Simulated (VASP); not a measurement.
H3C2N: single point with PBEsol

H3C2N:

```
C N H
1.0
     8.78762    0.00000    0.00000
     0.00000    8.78762    0.00000
     0.00000    0.00000    8.78762
C N H
12 6 18
Direct
  0.11621 0.36075 0.52016
  0.98980 0.43858 0.70385
  0.49029 0.05846 0.48263
  0.39628 0.17197 0.33473
  0.66034 0.86802 0.96246
  0.53010 0.86991 0.85247
  0.26211 0.67636 0.96627
  0.14351 0.76471 0.01081
  0.95319 0.75535 0.46845
  0.88621 0.88363 0.50841
  0.57821 0.39638 0.88217
  0.50969 0.29834 0.71386
  0.90235 0.43578 0.81433
  0.41771 0.20449 0.20684
  0.42539 0.89325 0.78408
  0.02587 0.80978 0.11238
  0.85861 0.01341 0.55067
  0.37775 0.32466 0.61960
  0.90720 0.46340 0.61883
  0.17689 0.45236 0.35195
  0.18237 0.30832 0.67325
  0.61435 0.15369 0.37909
  0.60664 0.19055 0.59682
  0.44080 0.88386 0.39560
  0.69264 0.88667 0.16159
  0.74297 0.02617 0.95737
  0.51112 0.84774 0.03968
  0.21572 0.68768 0.83225
  0.35427 0.81982 0.95479
  0.26845 0.43643 0.01729
  0.09022 0.83390 0.38902
  0.05041 0.65011 0.51973
  0.82151 0.70894 0.44271
  0.53319 0.33238 0.04528
  0.81745 0.45762 0.90159
  0.52915 0.51287 0.04091
```

The cell was built by a generator and needn't be a form met in nature.

| Property | Result |
| --- | --- |
| Program | VASP 6.6.1 |
| Task | single point |
| Functional | PBEsol |
| Potentials or basis | VASP PAW PBE potentials, release 64 (C, N, H) |
| Cutoff | 520 eV |
| k mesh | 1 × 1 × 1 |
| Occupations | fermi-dirac, width 0.02 eV |
| Spin | no spin polarisation |

```json
{"Pressure": "-9.1 GPa", "Largest force": "12.908 eV/Å", "Band gap on the k mesh": "0.41 eV, direct"}
```

Forces in eV/Å, atoms in the order of the input:
```
C    1.022 -0.098  1.363
C   -1.970  0.099  1.355
C    0.042  1.352 -4.324
C    1.965 -2.002  2.251
C   -0.637  3.203  2.017
C    9.445 -0.924  6.544
C    0.084  1.999 -3.669
C   -8.790  2.071  9.223
C    3.336 -4.561 -2.091
C   -0.074  8.554  4.961
C   -0.880 -1.183  2.088
C   -4.683  2.089 -3.097
N    1.690  0.015  1.718
N   -0.813  0.883 -0.760
N   -6.981  1.288 -5.366
N    7.294 -2.209 -6.742
N   -0.140 -3.765 -1.472
N    5.457 -1.670  4.488
H   -0.560  0.252 -3.120
H   -0.612 -0.847  2.889
H    0.304  1.258 -2.620
H   -1.391 -2.129  1.829
H   -1.964  0.335  0.995
H    1.272  2.879  1.290
H   -0.816 -1.144 -3.230
H   -2.547 -3.306  0.070
H    2.014  1.287 -0.131
H    1.792 -1.156  1.793
H   -1.121 -3.121  0.092
H    0.244  2.193 -0.224
H   -3.199 -2.156  0.178
H   -2.814  2.801 -0.271
H    2.901 -0.826 -1.320
H    0.360  0.379 -2.937
H    0.758 -0.592 -1.456
H    0.012 -1.249 -2.314
```

Stress tensor (GPa, compression positive):
```
 -8.94  -1.58   1.57
 -1.58  -7.84  -0.35
  1.57  -0.35 -10.53
```

Levels at points of the mesh, in eV from the valence-band top:
```
           k point  band 45  band 46  band 47  band 48  band 49  band 50  band 51  band 52
(0.00, 0.00, 0.00)    -0.53    -0.19    -0.16     0.00     0.41     0.63     0.86     0.97
```

It took 77 s on 1 thread of Intel(R) Xeon(R) 6975P-C (Granite Rapids), on a shared host, peak memory 0.71 GiB.

Caveat: the standard files for N, O and F lose accuracy on very short bonds; the PAW data sets were made with another functional, which shifts forces and pressure a little. A hybrid or GW would open this gap; PBEsol tends to underestimate it.
